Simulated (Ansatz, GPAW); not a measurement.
# Geometry or basis: what sets the conductance of a Pd chain with one Cu atom in line, part 4 of 4

Wanted: T(E) of a Pd chain with one Cu atom in line at a relaxed geometry in two programs, beside the unrelaxed structure.

GPAW 26.7.0 and Ansatz 0.2.0; Ansatz plane waves; relaxation of the junction with the lead ends held; PAW set soft_1 (the session's first sound run).

So far, transmission at the Fermi level (one spin): step 3 (plane waves, PBE) 1.59; step 5 (GPAW, szp: basis = "szp(dzp)", PBE, GPAW) 1.25; step 6 (minimal basis, PBE, GPAW) 1.30; step 7 (RPBE in the dzp basis: xc = "RPBE") 1.50; step 8 (the structure as built: geometry = "as built", PBE, GPAW) 2.73.

### 11. Broadening 1e-06, k-points along the lead 2

The broadening keeps the Green's functions finite; too large a value absorbs electrons where channels are open and leaks them where none are. The lead's own mesh along the current sets its density and potential; where the lead is aligned to the junction's end layer, a rigid shift drops out.

This step: GPAW LCAO, PAW setups; Landauer transmission from Green's functions with principal layers (ASE), zero bias (GPAW 26.7.0).

The input, run.py:

```python
import json
import numpy as np
from ase import Atoms
from ase.transport.calculators import TransportCalculator
from gpaw import GPAW, FermiDirac
from gpaw.lcao.tools import get_lcao_hamiltonian
from scipy.linalg import eigh

# The junction with lead layers at both ends, along the third cell vector
device = Atoms(
    ['Pd', 'Pd', 'Pd', 'Pd', 'Pd', 'Pd', 'Pd', 'Pd', 'Cu', 'Pd', 'Pd', 'Pd', 'Pd', 'Pd', 'Pd', 'Pd', 'Pd'],
    positions=[
        [4.50000, 4.50000, 1.25000],
        [4.50000, 4.50000, 3.75000],
        [4.50000, 4.50000, 6.25000],
        [4.50000, 4.50000, 8.75000],
        [4.50000, 4.50000, 11.25000],
        [4.50000, 4.50000, 13.75000],
        [4.53291, 4.70901, 16.27966],
        [4.42231, 4.04567, 18.78373],
        [4.51037, 4.74670, 21.12580],
        [4.49248, 4.03206, 23.46532],
        [4.48302, 4.71424, 25.96682],
        [4.50000, 4.50000, 28.49600],
        [4.50000, 4.50000, 30.99600],
        [4.50000, 4.50000, 33.49600],
        [4.50000, 4.50000, 35.99600],
        [4.50000, 4.50000, 38.49600],
        [4.50000, 4.50000, 40.99600]],
    cell=[[9.0, 0.0, 0.0], [0.0, 9.0, 0.0], [0.0, 0.0, 42.246]],
    pbc=True)

# One principal layer of the lead: the first 5 atoms of the device
lead = Atoms(
    ['Pd', 'Pd', 'Pd', 'Pd', 'Pd'],
    positions=[
        [4.50000, 4.50000, 1.25000],
        [4.50000, 4.50000, 3.75000],
        [4.50000, 4.50000, 6.25000],
        [4.50000, 4.50000, 8.75000],
        [4.50000, 4.50000, 11.25000]],
    cell=[[9.0, 0.0, 0.0], [0.0, 9.0, 0.0], [0.0, 0.0, 12.5]],
    pbc=True)

settings = dict(mode='lcao', basis='dzp', xc='PBE', h=0.2,
                occupations=FermiDirac(0.1), maxiter=250,
                mixer=dict(beta=0.1, nmaxold=8, weight=100.0),
                convergence=dict(density=0.0001))
energies = np.arange(-2, 2 + 1e-9, 0.025)
eta = 1e-06
n1, n2 = 1, 1
# k and -k transmit alike, so half of the mesh across the current serves
mesh = [(i, j) for i in range(n1) for j in range(n2) if (i, j) <= (-i % n1, -j % n2)]
weights = np.array([1 if (i, j) == (-i % n1, -j % n2) else 2 for i, j in mesh]) / (n1 * n2)

# [... helper functions left out ...]
fermi_lead = ground_state(lead, (1, 1, 2), 'lead.txt')
fermi_device = ground_state(device, (1, 1, 2), 'device.txt')
# [... loop over the mesh left out, but for ...]
        # Shift the lead onto the potential of the device's first layer
        shift = ((H[:, 0, 0] - H0[:, 0, 0]) / S0[0, 0]).real.mean()
# [...]
kT = 8.617333e-5 * 300
bias = [0.1, 0.2, 0.5, 1.0, 1.5, 2.0]
# [... integrals and printing left out ...]
```

Command:

```bash
$ OMP_NUM_THREADS=1 OPENBLAS_NUM_THREADS=1 python run.py
```

The program printed:

```text
basis functions: device 447, principal layer 135
Fermi level: lead -3.9636 eV, device -3.9898 eV; lead shifted by 0.0210 eV
largest coupling past the next layer 1.07e-04 eV, largest misfit of the first layer 0.097 eV
  E-E_F (eV)   T (one spin)  [channel counts left out]
    -2.000    1.0741e+00
    -1.975    1.1076e+00
    -1.950    1.1561e+00
    -1.925    1.2254e+00
    -1.900    1.3202e+00
    -1.875    1.4405e+00
    -1.850    1.5760e+00
    -1.825    1.7080e+00
    -1.800    1.8186e+00
    -1.775    1.9012e+00
    -1.750    1.9600e+00
    -1.725    2.0034e+00
    -1.700    2.0395e+00
    -1.675    2.0741e+00
    -1.650    2.1109e+00
    -1.625    2.1524e+00
[...]
1.825    9.9930e-01
     1.850    9.9936e-01
     1.875    9.9941e-01
     1.900    9.9945e-01
     1.925    9.9948e-01
     1.950    9.9950e-01
     1.975    9.9952e-01
     2.000    9.9953e-01
conductance at 300 K: 1.5477 G0 a cell; thermopower 16.19 uV/K
current from the zero-bias T(E) at 0.1 V: 11.858 uA
current from the zero-bias T(E) at 0.2 V: 23.188 uA
current from the zero-bias T(E) at 0.5 V: 56.945 uA
current from the zero-bias T(E) at 1.0 V: 112.49 uA
current from the zero-bias T(E) at 1.5 V: 177.4 uA
current from the zero-bias T(E) at 2.0 V: 240.21 uA
```

The job ended after 8.1 min (1 thread of Arm Neoverse V1, shared host; peak memory 1.7 GiB).

The run finished with changed settings (eta = 1e-06 and lead_nz = 2); it serves as a test.

The two runs compared:

| quantity | this run | sound run | difference |
| --- | --- | --- | --- |
| conductance (G₀) | 1.5477 | 1.4984 | 0.0493 |
| largest coupling past the next principal layer (eV) | 1.068e-4 | 1.071e-4 | -2.8e-7 |
| largest misfit of the first principal layer (eV) | 0.096740 | 0.013118 | 0.0836 |
| shift that aligns the lead (eV) | 0.021001 | -7.944e-4 | 0.0218 |
| transmission at the Fermi level (one spin) | 1.6183 | 1.5133 | 0.105 |

One result that differs is the transmission at the Fermi level (one spin), 1.62 against 1.51.

### 12. Summary of results

```json
{
  "conductance": "1.50 G₀",
  "transmission at the Fermi level, mean of the spins": "1.51",
  "open channels of the lead there": "4"
}
```

In words: In the dzp basis the junction conducts 1.50 G₀ at 300 K, with T = 1.51 a spin at the Fermi level; no smaller basis tried comes within 10 % of that conductance. Relaxation moved atoms by up to 0.47 Å and took the conductance from 2.65 to 1.50 G₀, as a ratio a larger change than the step from dzp to the minimal basis. Plane waves (PBE) give T = 1.59 there. The scatterer reflects about 62 % of the incoming channels at the Fermi level. At the Fermi level the three most open eigenchannels pass 0.95, 0.38 and 0.15. Measured against the first run (pw-pbe), the nearest curve is that of sz (r.m.s. 0.15) and the farthest that of asbuilt (0.61). Over the compared runs wall time goes from 159 s (pw-pbe) to 487 s (dzp), on a shared host; the plane-wave run used 4 threads and the orbital runs 1. The leads kept an estimated spacing and the cell its length, so the junction may be under some tension or compression. The run had no spin polarisation, so a magnetic state, which chains and small molecules with open shells often have, wasn't tested. An evenly spaced straight chain is an idealisation: free chains tend to dimerise, zigzag or, where a band edge lies near the Fermi level, turn magnetic. The currents use the zero-bias T(E) throughout, which holds only while the bias is small against the distance to the nearest feature. The thermopower isn't quoted: it samples T(E) farther from the Fermi level than the conductance does, and the energy grid wasn't tested for it.

[Logs are printed without paths, hosts, clocks, repeated set-up lines and the standing remarks that a program may print on its own settings, such as how far it seeks lower states.]

[Hosts, paths, dates, database ids (printed as entryN), source tags and the programs' standing remarks are cut or masked in the printed files.]
